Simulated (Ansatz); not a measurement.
# Ir (P6_3/mmc) in Ansatz: a series of runs

Runs on Ir. Level: PBE. Tasks: single point.

All numbers are computed with Ansatz 0.2.0; they aren't measurements. Logs are shortened: lines on timing, memory, paths and dates and some standing lists are left out, and cuts for length are marked.

### 1 The structure

The structure is hexagonal, space group P6_3/mmc (No. 194). The conventional cell has a = 2.751 Å, b = 2.751 Å, c = 4.462 Å, α = 90.00°, β = 90.00°, γ = 120.00°. Ir (site symmetry -6m2) has 12 Ir at 2.74 to 2.75 Å as nearest neighbours.

This isn't the form of Ir at room conditions, which is fcc.

### 2 Single point, PBE, 14.04 Å³/atom

input.yaml reads:

```yaml
crystal:
  lattice:
    - [2.7513778946, 0.0, 0.0]
    - [-1.3756889473, 2.3827631521, 0.0]
    - [0.0, 0.0, 4.2837984]
  atoms:
    - { symbol: Ir, position: [0.3333333333, 0.6666666667, 0.25] }
    - { symbol: Ir, position: [0.6666666667, 0.3333333333, 0.75] }
hamiltonian:
  xc: pbe
  pseudopotentials: { kind: paw }
kpoints:
  mp_grid: { grid: [9, 9, 5] }
scf:
  occupations: { method: fermi_dirac, width: 0.05 }
output:
  forces: true
  stress: true
  eigenvalues: true
```

Potentials or basis: Ansatz PAW.

Started as:

```
> ansatz run input.yaml --threads 2 --pin off --max-ram 5632MiB --backend cpu --events-out ev --progress --plain --runs-dir out
```

Log:

```text
Warning: RAYON_NUM_THREADS=2 ignored (pool sized by the plan → 2); use --threads N
Engine: ansatz 0.2.0, aarch64-unknown-linux-gnu
Pseudopotentials: kind: paw
Pseudopotential: Ir, paw, valence charge 17, recommended cutoff 420 eV (normal), Ir.paw.azcp
Functional definition: PBE
  parameter kappa = 0.804
  parameter beta = 0.06672455060314922
  exchange = pbe_x(kappa = kappa, mu = beta*pi^2/3)
  correlation = pbe_c(beta = beta)
Crystal: 2 atoms, lattice volume = 28.084 Å³
Basis set: ecut = 420 eV, 561 PW (Γ), exchange–correlation on 40×40×60 points (8 copies of the dense FFT grid, shifted against one another)
Bands: 21, of which v1, the nominal top of the filled ones, is band 17 counted from 1 (16 counted from 0)
Symmetry: 24 space group operations
Space group: P63/mmc (ITA 194), of the structure as read, at distance tolerance 3.0e-5 Å
k-points: 36 of 405
Non-local potential: Ir, projectors of the file, l = 0: 3, l = 1: 2, l = 2: 2, l = 3: 1
PAW form: soft (Blöchl's): semilocal exchange-correlation on the pseudo side does not see the compensation charge
PAW one-centre angular grid: Ir, 590 points (default); XC on 64 Gauss nodes
Initial density: superposition of atomic densities (neutral atoms: chi_scale 0, normalization atom), corrected by the library's trained network
Initial wavefunctions: pseudopotential atomic-orbital guess
Functional: x = pbe(κ = 0.804, μ = 0.2195149727645171), c = pbe(β = 0.06672455060314922)
SCF iter   1: F=—  HF=-23870.369618 eV  |F-HF|=—  |Δ(HF+E_count)|=         —  Δρ=8.46e-3  dr2=6.91e-3  ethr=1.77e-3  ⟨swp⟩=4.9  Hψ=2986  notcnv=0
preconditioner: auto → none  [metal: Δε(μ)=0.094 eV  Ē_g=8.184 eV  σ=0.050 eV  W_gap=0.39  n_scr=8 (ndim 8)  ℏωp=29.7 eV  f_vac=0.000  D(μ)=2.89/eV (n_scr^D=34)  sad-step TF]
SCF iter   2: F=—  HF=-23870.373570 eV  |F-HF|=—  |Δ(HF+E_count)|=   3.95e-3  Δρ=5.03e-3  dr2=2.48e-3  ethr=2.03e-5  ⟨swp⟩=2.1  Hψ=1246  notcnv=0
SCF iter   3: F=—  HF=-23870.375263 eV  |F-HF|=—  |Δ(HF+E_count)|=   1.69e-3  Δρ=2.63e-4  dr2=8.44e-6  ethr=7.30e-6  ⟨swp⟩=2.0  Hψ=1081  notcnv=0
SCF iter   4: F=—  HF=-23870.375281 eV  |F-HF|=—  |Δ(HF+E_count)|=   1.81e-5  Δρ=5.64e-5  dr2=5.26e-7  ethr=2.48e-8  ⟨swp⟩=2.0  Hψ=1086  notcnv=0
iter 5 did not close the SCF: its close was put off for the readings that it lacked (scf_convergence_deferred on its scf_iter line)
SCF iter   5: F=-23870.375281 eV  HF=-23870.375281 eV  |F-HF|=5.48e-9  |Δ(HF+E_count)|=   4.17e-8  Δρ=9.25e-6  dr2=1.17e-8  ethr=1.55e-9  ⟨swp⟩=2.0  Hψ=1241  notcnv=0
SCF iter   6: F=-23870.375281 eV  HF=-23870.375281 eV  |F-HF|=0.00e0  |Δ(HF+E_count)|=   2.63e-9  Δρ=1.25e-6  dr2=1.20e-10  ethr=3.43e-11  ⟨swp⟩=2.0  Hψ=2268  notcnv=0
SCF 1 converged in 6 iterations: F = -23870.375281 eV  dr2 = 1.20e-10
SCF converged after 6 iterations
Free energy (F): -23870.375281 eV
Harris-Foulkes:  -23870.375281 eV  (|F-HF|=0.00e0)
Internal energy: -23870.351090 eV  (E = F + TS)
E sigma→0 (E₀):  -23870.363186 eV
Entropy (-TS):   -0.024191 eV (-12.095 meV/atom)
Fermi energy:    26.216028 eV
--- Per-component energies (eV) ---
  E_band       = -157.229745
  E_kinetic    = 1248.343876
  E_local      = -2114.242561  (includes V_loc(G=0)·N_el)
  E_nonlocal   = 145.338019
  E_hartree    = 814.361061
  E_xc         = -536.834434
  E_vxc        = -601.416789  (∫ρ·V_xc dr)
  E_paw        = -18447.020982  (= ΣΔE_a)
  E_vpaw       = -463.974192  (= ΣTr[D̂ρ^β])
  E_aug_tail   = 0.000113  (compensation charges beyond the density's cutoff)
  E_ewald      = -4980.296182
  E_smearing   = -0.024191  (= −TS)
  E_closure    = 0.000000  (closes the sum)
  Σ components = -23870.375281   (vs F -23870.375281, Δ=0.00e0)
--- Forces (eV/Å), atoms counted from 1 ---
  atom   1  Ir     0.00000000     0.00000000     0.00000000
  atom   2  Ir    -0.00000000    -0.00000000    -0.00000000
  max |Σ_I F_I| component: 2.78e-17 eV/Å
--- Stress (GPa, compression-positive) ---
        7.981410      -0.000000      -0.000000
       -0.000000       7.981410      -0.000000
       -0.000000      -0.000000      29.020398
  P = ⅓ Tr σ = 14.9944 GPa (149.944 kbar)
--- Band table (eV; the first three rows and the last of 36) ---
  k-point 0: bands = ["-66.8106", "-66.7259", "-24.1847", "-23.4409", "-23.4409", "-23.2921", "-23.2921", "-23.2735", "14.8649", "17.9726", "22.2471", "22.2471", "22.5947", "23.0189", "23.0189", "23.4142", "23.4142", "25.7669", "26.4557", "26.4557", "33.9091"]
  k-point 1: bands = ["-66.8026", "-66.7340", "-24.1013", "-23.4268", "-23.4268", "-23.3644", "-23.3064", "-23.3064", "15.3475", "18.0274", "21.9973", "21.9973", "22.3413", "22.7282", "22.7282", "24.0688", "24.0688", "24.2407", "26.4784", "26.4784", "36.1144"]
  k-point 2: bands = ["-66.7814", "-66.7553", "-23.8796", "-23.5983", "-23.3898", "-23.3898", "-23.3438", "-23.3438", "16.6008", "17.7895", "21.8903", "21.9074", "21.9074", "22.2088", "22.2088", "22.2654", "25.2135", "25.2135", "26.1467", "26.1467", "38.9316"]
  k-point 35: bands = ["-66.7272", "-66.7272", "-23.9602", "-23.9602", "-23.7804", "-23.6890", "-23.4299", "-23.4299", "19.7415", "19.7415", "20.2117", "20.8613", "21.9789", "21.9789", "23.6683", "24.2456", "26.3858", "26.3858", "32.4765", "32.4765", "35.0134"]
```

Wall time 1.2 s (2 threads of Arm Neoverse V1, shared host); peak memory 0.27 GiB.

What came out:

| Quantity | Value |
| --- | --- |
| Free energy | -23870.3753 eV |
| Pressure | 15.0 GPa |
| Band gap on the k mesh | none (metal or under the smearing width) |

### 3 Single point, PBE, 14.33 Å³/atom

Changes to input.yaml since step 2:

```diff
@@ -4,3 +4,3 @@
     - [-1.3756889473, 2.3827631521, 0.0]
-    - [0.0, 0.0, 4.2837984]
+    - [0.0, 0.0, 4.3730442]
   atoms:
```

Potentials or basis: Ansatz PAW.

Started as:

```
> ansatz run input.yaml --threads 2 --pin off --max-ram 5632MiB --backend cpu --events-out ev --progress --plain --runs-dir out
```

Wall time 1.4 s (2 threads of Arm Neoverse V1, shared host); peak memory 0.27 GiB.

Results (log left out):

- Free energy: -23870.4515 eV
- Pressure: 6.0 GPa
- Band gap on the k mesh: none (metal or under the smearing width)
